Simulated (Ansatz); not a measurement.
# Ga under changes of volume

One of the cells (17.718 Å³/atom); the others are scaled copies at fixed shape and fractional positions:

```
CELL_PARAMETERS angstrom
-1.38440 1.38440 2.31122
1.38440 -1.38440 2.31122
1.38440 1.38440 -2.31122
ATOMIC_POSITIONS crystal
Ga 0.00000 0.00000 0.00000
```

This isn't the form of Ga at room conditions, which is orthorhombic.

| Item | Value |
| --- | --- |
| Program | Ansatz 0.2.0 |
| Functional | r2SCAN |
| Potentials or basis | Ansatz PAW |
| Cutoff | 500 eV (not typed: the program's choice for these potentials) |
| k mesh | 13 × 13 × 13 |
| Occupations | fermi-dirac, width 0.05 eV |
| Spin | no spin polarisation |

```tsv
volume (Å³/atom)	energy over the lowest point (meV/atom)	pressure (GPa)
16.655	15.68	4.7
17.010	7.06	3.0
17.364	?	?
17.718	0.00	0.2
18.073	0.89	-1.0
18.427	4.31	-2.0
18.781	9.97	-3.0
```

**Question.** What does the run at 17.364 Å³/atom give?

**Answer.** Energy over the lowest point 1.95 meV/atom; pressure 1.5 GPa.

Worked out: A Birch-Murnaghan fit of order 3 (a polynomial in V^(-2/3)) to the other rows has its minimum at 17.78 Å³/atom with B0 = V·E''(V) = 63 GPa and B' = 4.5 at fixed shape and positions, which overstates the stiffness. It gives 1.96 meV/atom at 17.364 Å³/atom, against the run's 1.95, and -dE/dV = 1.6 GPa, against 1.5.

Energies are extrapolated to zero smearing.

Caveats: the PAW data sets come from PBE, with cores solved anew for the run's functional, which leaves a small shift of forces and pressure.
